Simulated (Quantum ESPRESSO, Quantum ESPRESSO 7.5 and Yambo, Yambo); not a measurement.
# GaP (F-43m): G0W0 with Yambo, start to end

Wanted: ground state, empty states, screening and self-energy for GaP (F-43m).

Calculated with Quantum ESPRESSO 7.5 and Yambo 5.3.0; PBE and many-body steps on it, plane waves.

**Experimental background.**

- Gap 2.25 ± 0.04 eV: optical gap from Tauc plot (fundamental, indirect); spectroscopic ellipsometry, Tauc-Lorentz fit and Tauc plot; 300 K; film (GaP layer on Si reference sample) on Si (“Assessment of GaPSb/Si tandem material association properties for photoelectrochemical cells”, 2020, arxiv:2002.02774).

## 1. The starting structure

Symmetry: F-43m, No. 216, cubic system. The conventional cell has a = 5.450 Å, b = 5.450 Å, c = 5.450 Å, α = 90.00°, β = 90.00°, γ = 90.00°. Nearest to Ga lie 4 P at 2.36 Å. P has 4 Ga at 2.36 Å nearest. Farther neighbours are not listed.

The cell and positions come from the Crystallography Open Database and are kept as given unless a step says otherwise.

## 2. Ground state

This step: Quantum ESPRESSO 7.5; DFT, PBE, plane waves, norm-conserving pseudopotentials.

The ground-state density comes first.

File pw.in:

```
&control
  calculation = 'scf'
  prefix = 'x'
  outdir = 'o'
  pseudo_dir = 'pseudo'
/
&system
  ibrav = 0
  nat = 2
  ntyp = 2
  ecutwfc = 72.0
  nbnd = 14
  force_symmorphic = .true.
/
&electrons
  conv_thr = 1e-10
  electron_maxstep = 80
  mixing_beta = 0.5
/
ATOMIC_SPECIES
  Ga 69.723 Ga.upf
  P 30.974 P.upf
CELL_PARAMETERS angstrom
  0.0000000000 2.7252500000 2.7252500000
  2.7252500000 0.0000000000 2.7252500000
  2.7252500000 2.7252500000 0.0000000000
ATOMIC_POSITIONS crystal
  Ga 0.0000000000 0.0000000000 0.0000000000
  P 0.2500000000 0.2500000000 0.2500000000
K_POINTS automatic
  6 6 6 0 0 0
```

On the command line:

```
> OMP_NUM_THREADS=1 mpirun -n 4 pw.x -nk 4 -in pw.in > pw.out
```

Log:

```text
Program PWSCF v.7.5 starts

     This program is part of the open-source Quantum ESPRESSO suite
     for quantum simulation of materials; please cite
         "P. Giannozzi et al., J. Phys.:Condens. Matter 21 395502 (2009);
         "P. Giannozzi et al., J. Phys.:Condens. Matter 29 465901 (2017);
         "P. Giannozzi et al., J. Chem. Phys. 152 154105 (2020);
     in publications or presentations arising from this work. More details at
     Message from routine setup:
     using ibrav=0 with symmetry is DISCOURAGED, use correct ibrav instead

     G-vector sticks info

     bravais-lattice index     =            0
     lattice parameter (alat)  =       7.2832  a.u.
     unit-cell volume          =     273.1780 (a.u.)^3
     number of atoms/cell      =            2
     number of atomic types    =            2
     number of electrons       =        18.00
     number of Kohn-Sham states=           14
     kinetic-energy cutoff     =      72.0000  Ry
     charge density cutoff     =     288.0000  Ry
     scf convergence threshold =      1.0E-10
     mixing beta               =       0.5000
     number of iterations used =            8  plain     mixing
     Exchange-correlation= PBE
                           (   1   4   3   4   0   0   0)

     celldm(1)=   7.283166  celldm(2)=   0.000000  celldm(3)=   0.000000
     celldm(4)=   0.000000  celldm(5)=   0.000000  celldm(6)=   0.000000

     crystal axes: (cart. coord. in units of alat)
               a(1) = (   0.000000   0.707107   0.707107 )
               a(2) = (   0.707107   0.000000   0.707107 )
               a(3) = (   0.707107   0.707107   0.000000 )

     reciprocal axes: (cart. coord. in units 2 pi/alat)
               b(1) = ( -0.707107  0.707107  0.707107 )
               b(2) = (  0.707107 -0.707107  0.707107 )
               b(3) = (  0.707107  0.707107 -0.707107 )
     Pseudo is Norm-conserving + core correction, Zval = 13.0
     Generated using ONCVPSP code by D. R. Hamann
     Using radial grid of 1902 points,  6 beta functions with:
     Pseudo is Norm-conserving + core correction, Zval =  5.0
     Generated using ONCVPSP code by D. R. Hamann
     Using radial grid of 1298 points,  6 beta functions with:
     Ga               13.00    69.72300     Ga( 1.00)
     P                 5.00    30.97400     P ( 1.00)

     24 Sym. Ops. (no inversion) found

   Cartesian axes

     site n.     atom                  positions (alat units)
         1        Ga     tau(   1) = (   0.0000000   0.0000000   0.0000000  )
         2        P      tau(   2) = (   0.3535534   0.3535534   0.3535534  )

     number of k points=    16
                       cart. coord. in units 2pi/alat
        k(    1) = (   0.0000000   0.0000000   0.0000000), wk =   0.0092593
        k(    2) = (   0.1178511   0.1178511  -0.1178511), wk =   0.0740741
        k(    3) = (   0.2357023   0.2357023  -0.2357023), wk =   0.0740741
        k(    4) = (  -0.3535534  -0.3535534   0.3535534), wk =   0.0370370
        k(    5) = (   0.2357023   0.0000000  -0.0000000), wk =   0.0555556
        k(    6) = (   0.3535534   0.1178511  -0.1178511), wk =   0.2222222
        k(    7) = (  -0.2357023  -0.4714045   0.4714045), wk =   0.2222222
        k(    8) = (  -0.1178511  -0.3535534   0.3535534), wk =   0.2222222
        k(    9) = (   0.0000000  -0.2357023   0.2357023), wk =   0.1111111
        k(   10) = (   0.4714045   0.0000000  -0.0000000), wk =   0.0555556
     [... 4 further rows ...]
        k(   15) = (  -0.1178511  -0.3535534   0.5892557), wk =   0.2222222
        k(   16) = (  -0.7071068   0.2357023   0.0000000), wk =   0.1111111

     Dense  grid:    22419 G-vectors     FFT dimensions: (  40,  40,  40)

     Initial potential from superposition of free atoms

     starting charge      17.9972, renormalised to      18.0000
     Starting wfcs are   13 randomized atomic wfcs +    1 random wfcs

     per-process dynamical memory:    20.0 Mb

     Self-consistent Calculation

     iteration #  1     ecut=    72.00 Ry     beta= 0.50

     Threshold (ethr) on eigenvalues was too large:
     Diagonalizing with lowered threshold

     total energy              =    -166.84329029 Ry
     estimated scf accuracy    <       0.07418276 Ry

     iteration #  2     ecut=    72.00 Ry     beta= 0.50

     total energy              =    -166.85504528 Ry
     estimated scf accuracy    <       0.00667190 Ry

     iteration #  3     ecut=    72.00 Ry     beta= 0.50

     total energy              =    -166.85530580 Ry
     estimated scf accuracy    <       0.00128369 Ry

     iteration #  4     ecut=    72.00 Ry     beta= 0.50

     total energy              =    -166.85535979 Ry
     estimated scf accuracy    <       0.00001376 Ry

     iteration #  5     ecut=    72.00 Ry     beta= 0.50

     total energy              =    -166.85536498 Ry
     estimated scf accuracy    <       0.00000219 Ry

     iteration #  6     ecut=    72.00 Ry     beta= 0.50

     total energy              =    -166.85536545 Ry
     estimated scf accuracy    <       0.00000005 Ry

     iteration #  7     ecut=    72.00 Ry     beta= 0.50

     total energy              =    -166.85536548 Ry
     estimated scf accuracy    <       0.00000002 Ry

     iteration #  8     ecut=    72.00 Ry     beta= 0.50

     total energy              =    -166.85536548 Ry
     estimated scf accuracy    <          9.8E-09 Ry

     iteration #  9     ecut=    72.00 Ry     beta= 0.50

     End of self-consistent calculation

          k = 0.0000 0.0000 0.0000 (  2741 PWs)   bands (ev):

    -6.9527  -6.9527  -6.9527  -6.8555  -6.8555  -4.8744   7.6196   7.6196
     7.6196   9.4365  11.5066  11.5066  11.5066  16.4298

          k = 0.1179 0.1179-0.1179 (  2806 PWs)   bands (ev):

    -6.9758  -6.9453  -6.9453  -6.8559  -6.8559  -4.5186   5.2311   7.2490
     7.2490  10.0287  12.0546  12.0546  12.6451  16.5489

          k = 0.2357 0.2357-0.2357 (  2824 PWs)   bands (ev):

    -7.0156  -6.9329  -6.9329  -6.8524  -6.8524  -3.5723   2.4114   6.7135
     6.7135   9.5147  12.4306  12.4306  15.2167  17.2267

          k =-0.3536-0.3536 0.3536 (  2824 PWs)   bands (ev):

     [... further k-points ...]

     highest occupied, lowest unoccupied level (ev):     7.6196    9.2722

!    total energy              =    -166.85536548 Ry
     estimated scf accuracy    <          1.6E-11 Ry

     The total energy is the sum of the following terms:
     one-electron contribution =     -76.59545934 Ry
     hartree contribution      =      52.24577280 Ry
     xc contribution           =     -46.02805505 Ry
     ewald contribution        =     -96.47762389 Ry

     convergence has been achieved in   9 iterations

     XML data file, charge density, pseudopotentials, collected wavefunctions

=------------------------------------------------------------------------------=
   JOB DONE.
=------------------------------------------------------------------------------=
```

The job ended after 3.4 s (4 MPI ranks of Arm Neoverse V1, shared host; peak memory 0.22 GiB).

Numbers from this step:

```yaml
total_energy: -2270.1829 eV
gap: 1.653 eV
k_of_the_valence_top: 0, 0, 0
k_of_the_conduction_bottom: 0, -0.5, -0.5
least_direct_gap: 1.817 eV
```

The gap is indirect, with the least direct gap 0.16 eV higher.

## 3. Bands along the symmetry lines

Levels along a band path, at the cheap level, show where the edges lie and whether the meshes to come will hold them.

File pw.in:

```
&control
  calculation = 'bands'
  prefix = 'x'
  outdir = 'o'
  pseudo_dir = 'pseudo'
/
&system
  ibrav = 0
  nat = 2
  ntyp = 2
  ecutwfc = 72.0
  nbnd = 15
  force_symmorphic = .true.
/
&electrons
  conv_thr = 1e-9
  electron_maxstep = 80
  diago_full_acc = .true.
  diago_thr_init = 5e-6
/
ATOMIC_SPECIES
  Ga 69.723 Ga.upf
  P 30.974 P.upf
CELL_PARAMETERS angstrom
  0.0000000000 2.7252500000 2.7252500000
  2.7252500000 0.0000000000 2.7252500000
  2.7252500000 2.7252500000 0.0000000000
ATOMIC_POSITIONS crystal
  Ga 0.0000000000 0.0000000000 0.0000000000
  P 0.2500000000 0.2500000000 0.2500000000
K_POINTS crystal
  50
  0.00000000 0.00000000 0.00000000 1
  -0.06250000 -0.06250000 0.00000000 1
  -0.12500000 -0.12500000 0.00000000 1
  -0.18750000 -0.18750000 0.00000000 1
  -0.25000000 -0.25000000 0.00000000 1
  -0.31250000 -0.31250000 0.00000000 1
  -0.37500000 -0.37500000 0.00000000 1
  -0.43750000 -0.43750000 0.00000000 1
  -0.50000000 -0.50000000 0.00000000 1
  -0.48437500 -0.48437500 0.03125000 1
  -0.46875000 -0.46875000 0.06250000 1
  -0.45312500 -0.45312500 0.09375000 1
  -0.43750000 -0.43750000 0.12500000 1
  -0.42187500 -0.42187500 0.15625000 1
  -0.40625000 -0.40625000 0.18750000 1
  -0.39062500 -0.39062500 0.21875000 1
  -0.37500000 -0.37500000 0.25000000 1
  -0.37500000 0.00000000 0.37500000 1
  -0.32812500 0.00000000 0.32812500 1
  -0.28125000 0.00000000 0.28125000 1
  -0.23437500 0.00000000 0.23437500 1
  -0.18750000 0.00000000 0.18750000 1
  -0.14062500 0.00000000 0.14062500 1
  -0.09375000 0.00000000 0.09375000 1
  -0.04687500 0.00000000 0.04687500 1
  0.00000000 0.00000000 0.00000000 1
  0.00000000 0.00000000 0.06250000 1
  0.00000000 0.00000000 0.12500000 1
  0.00000000 0.00000000 0.18750000 1
  0.00000000 0.00000000 0.25000000 1
  0.00000000 0.00000000 0.31250000 1
  0.00000000 0.00000000 0.37500000 1
  0.00000000 0.00000000 0.43750000 1
  -0.00000000 -0.00000000 0.50000000 1
  -0.06250000 -0.03125000 0.46875000 1
  -0.12500000 -0.06250000 0.43750000 1
  -0.18750000 -0.09375000 0.40625000 1
  -0.25000000 -0.12500000 0.37500000 1
  -0.31250000 -0.15625000 0.34375000 1
  -0.37500000 -0.18750000 0.31250000 1
  -0.43750000 -0.21875000 0.28125000 1
  -0.50000000 -0.25000000 0.25000000 1
  -0.50000000 -0.28125000 0.21875000 1
  -0.50000000 -0.31250000 0.18750000 1
  -0.50000000 -0.34375000 0.15625000 1
  -0.50000000 -0.37500000 0.12500000 1
  -0.50000000 -0.40625000 0.09375000 1
  -0.50000000 -0.43750000 0.06250000 1
  -0.50000000 -0.46875000 0.03125000 1
  -0.50000000 -0.50000000 0.00000000 1
```

Log:

```text
[banner, memory and clock lines left out]
Program PWSCF v.7.5 starts

     Atomic positions and unit cell read from directory:
     o/x.save/

     Message from routine setup:
     using ibrav=0 with symmetry is DISCOURAGED, use correct ibrav instead

     G-vector sticks info

     bravais-lattice index     =            0
     lattice parameter (alat)  =       7.2832  a.u.
     unit-cell volume          =     273.1780 (a.u.)^3
     number of atoms/cell      =            2
     number of atomic types    =            2
     number of electrons       =        18.00
     number of Kohn-Sham states=           15
     kinetic-energy cutoff     =      72.0000  Ry
     charge density cutoff     =     288.0000  Ry
     Exchange-correlation= PBE
                           (   1   4   3   4   0   0   0)

     celldm(1)=   7.283166  celldm(2)=   0.000000  celldm(3)=   0.000000
     celldm(4)=   0.000000  celldm(5)=   0.000000  celldm(6)=   0.000000

     crystal axes: (cart. coord. in units of alat)
               a(1) = (   0.000000   0.707107   0.707107 )
               a(2) = (   0.707107   0.000000   0.707107 )
               a(3) = (   0.707107   0.707107   0.000000 )

     reciprocal axes: (cart. coord. in units 2 pi/alat)
               b(1) = ( -0.707107  0.707107  0.707107 )
               b(2) = (  0.707107 -0.707107  0.707107 )
               b(3) = (  0.707107  0.707107 -0.707107 )
     Pseudo is Norm-conserving + core correction, Zval = 13.0
     Generated using ONCVPSP code by D. R. Hamann
     Using radial grid of 1902 points,  6 beta functions with:
     Pseudo is Norm-conserving + core correction, Zval =  5.0
     Generated using ONCVPSP code by D. R. Hamann
     Using radial grid of 1298 points,  6 beta functions with:
     Ga               13.00    69.72300     Ga( 1.00)
     P                 5.00    30.97400     P ( 1.00)

     24 Sym. Ops. (no inversion) found

   Cartesian axes

     site n.     atom                  positions (alat units)
         1        Ga     tau(   1) = (   0.0000000   0.0000000   0.0000000  )
         2        P      tau(   2) = (   0.3535534   0.3535534   0.3535534  )

     number of k points=    50
                       cart. coord. in units 2pi/alat
        k(    1) = (   0.0000000   0.0000000   0.0000000), wk =   0.0400000
        k(    2) = (   0.0000000   0.0000000  -0.0883883), wk =   0.0400000
        k(    3) = (   0.0000000   0.0000000  -0.1767767), wk =   0.0400000
[...]
[... 38 further rows ...]
        k(   49) = (   0.0441942  -0.0000000  -0.7071068), wk =   0.0400000
        k(   50) = (   0.0000000   0.0000000  -0.7071068), wk =   0.0400000

     Dense  grid:    22419 G-vectors     FFT dimensions: (  40,  40,  40)

     The potential is recalculated from file :
     o/x.save/charge-density

     Starting wfcs are   13 randomized atomic wfcs +    2 random wfcs

     Band Structure Calculation

     End of band structure calculation

          k = 0.0000 0.0000 0.0000 (  2741 PWs)   bands (ev):

    -6.9526  -6.9526  -6.9526  -6.8555  -6.8555  -4.8744   7.6196   7.6196
     7.6196   9.4365  11.5066  11.5066  11.5066  16.4298  17.3469

          k = 0.0000 0.0000-0.0884 (  2770 PWs)   bands (ev):

    -6.9588  -6.9506  -6.9506  -6.8569  -6.8547  -4.8063   7.0639   7.4268
     7.4268   9.9600  11.3259  11.7736  11.7736  16.7107  16.8123

          k = 0.0000 0.0000-0.1768 (  2794 PWs)   bands (ev):

    -6.9752  -6.9439  -6.9439  -6.8600  -6.8527  -4.6050   6.0686   6.9724
     6.9724  10.5906  11.1184  12.4497  12.4497  15.7092  17.5896

          k =-0.0000 0.0000-0.2652 (  2814 PWs)   bands (ev):

[...]
k = 0.0000 0.0000-0.3536 (  2826 PWs)   bands (ev):

[...]
k = 0.0000-0.0000-0.4419 (  2838 PWs)   bands (ev):

[...]
k =-0.0000 0.0000-0.5303 (  2814 PWs)   bands (ev):

[...]
k = 0.0000-0.0000-0.6187 (  2822 PWs)   bands (ev):

[...]
k = 0.5303-0.0000-0.5303 (  2838 PWs)   bands (ev):

[...]
k = 0.0000 0.0000 0.0000 (  2741 PWs)   bands (ev):

[...]
k = 0.1326 0.0000-0.7071 (  2834 PWs)   bands (ev):

[...]
k = 0.0884-0.0000-0.7071 (  2824 PWs)   bands (ev):

[...]
k = 0.0442-0.0000-0.7071 (  2816 PWs)   bands (ev):

    -7.0694  -6.8918  -6.8888  -6.8870  -6.8345  -1.9079   0.8717   4.8963
     4.9019   9.3516   9.5222  17.9503  18.0349  18.8881  19.7949

          k = 0.0000 0.0000-0.7071 (  2794 PWs)   bands (ev):

    -7.0698  -6.8913  -6.8876  -6.8876  -6.8340  -1.9113   0.8648   4.9369
     4.9369   9.2722   9.4420  18.1941  18.1942  18.8051  19.9377

     XML data file, pseudopotentials, collected wavefunctions
```

Elapsed: 3.6 s, on 4 MPI ranks; peak memory 0.19 GiB; 14 s of CPU time.

This step gave:

```yaml
gap: 1.593 eV
k_of_the_valence_top: 0, 0, 0
k_of_the_conduction_bottom: -0.4375, -0.4375, 0
least_direct_gap: 1.817 eV
```

The gap is 1.593 eV, −0.060 eV from the run before at this level.

Electronic bands along the path, in eV, zero at the top of the highest filled band:

| point | band 6 | band 7 | band 8 | band 9 | band 10 | band 11 | band 12 | band 13 |
| --- | --- | --- | --- | --- | --- | --- | --- | --- |
| Γ | -12.49 | 0.00 | 0.00 | 0.00 | 1.82 | 3.89 | 3.89 | 3.89 |
| halfway | -11.46 | -3.68 | -1.68 | -1.68 | 2.18 | 3.72 | 6.74 | 6.74 |
| X | -9.53 | -6.75 | -2.68 | -2.68 | 1.65 | 1.82 | 10.57 | 10.57 |
| halfway | -9.51 | -6.70 | -3.24 | -2.57 | 1.85 | 2.75 | 9.51 | 9.66 |
| U | -9.57 | -6.55 | -3.94 | -2.25 | 2.19 | 4.80 | 8.23 | 8.26 |
| jump to K | -9.57 | -6.55 | -3.94 | -2.25 | 2.19 | 4.80 | 8.23 | 8.26 |
| halfway | -11.36 | -4.24 | -2.45 | -0.66 | 3.28 | 4.99 | 5.00 | 5.87 |
| Γ | -12.49 | 0.00 | 0.00 | 0.00 | 1.82 | 3.89 | 3.89 | 3.89 |
| halfway | -11.72 | -3.88 | -0.66 | -0.66 | 2.15 | 4.74 | 4.74 | 6.35 |
| L | -10.43 | -6.63 | -1.12 | -1.12 | 1.67 | 4.72 | 4.72 | 8.29 |
| halfway | -10.02 | -6.42 | -3.19 | -1.93 | 3.45 | 4.30 | 6.45 | 7.91 |
| W | -9.44 | -6.55 | -3.58 | -3.42 | 4.70 | 4.86 | 6.10 | 6.15 |
| halfway | -9.49 | -6.66 | -3.16 | -3.09 | 2.77 | 2.94 | 8.49 | 8.58 |
| X | -9.53 | -6.75 | -2.68 | -2.68 | 1.65 | 1.82 | 10.57 | 10.57 |

The electronic bands as a text plot (rows in eV, shown from -8.0 to 7.5 only):

```
    7.2 |    +             +                 ++         +   +
    6.5 |     ++            ++              +         ++ + +
    5.9 |    +             ++++++++                  +  +++
    5.2 |                       +  ++      +        +    +
    4.6 |  ++            ++      ++      +++++++++++++++++++
    3.9 |++  +++                   ++++++++            ++   +
    3.3 |  ++   ++      +     +++++                  ++
    2.6 | +  +    +    +   +++     ++    +++        +        ++
    2.0 |+    ++++ ++++++++          ++++   +++++ ++          +++
    1.4 |         ++++                           +
    0.7 |
    0.1 |**                        ********
   -0.6 | ***                   ******  *  ****
   -1.2 |    *              ****               ******
   -1.9 |  ** ****         *     ****    **         ***
   -2.5 |    *    *********     *          *         * **      **
   -3.2 |             ***     ** **                   *  ******
   -3.8 |     **         *****              *          *****
   -4.5 |       **              *
   -5.1 |                     **             **
   -5.7 |         *         **                 *
   -6.4 |          **  *****                    ***************
   -7.0 |            **                                        **
   -7.7 |
         Γ           X  U|K            Γ         L        W     X
```

(Part 1 of 3 ends here.)

[Paths, hosts, dates, memory and timing lines, banners, echoed tables and standing remarks are left out of the program output.]

[Logs are printed without paths, hosts, clocks, repeated set-up lines and the standing remarks that a program may print on its own settings, such as how far it seeks lower states.]

[Runs of the session that timed out or met a known fault of the program may be left out.]

[Hosts, paths, dates, database ids (printed as entryN), source tags and the programs' standing remarks are cut or masked in the printed files.]
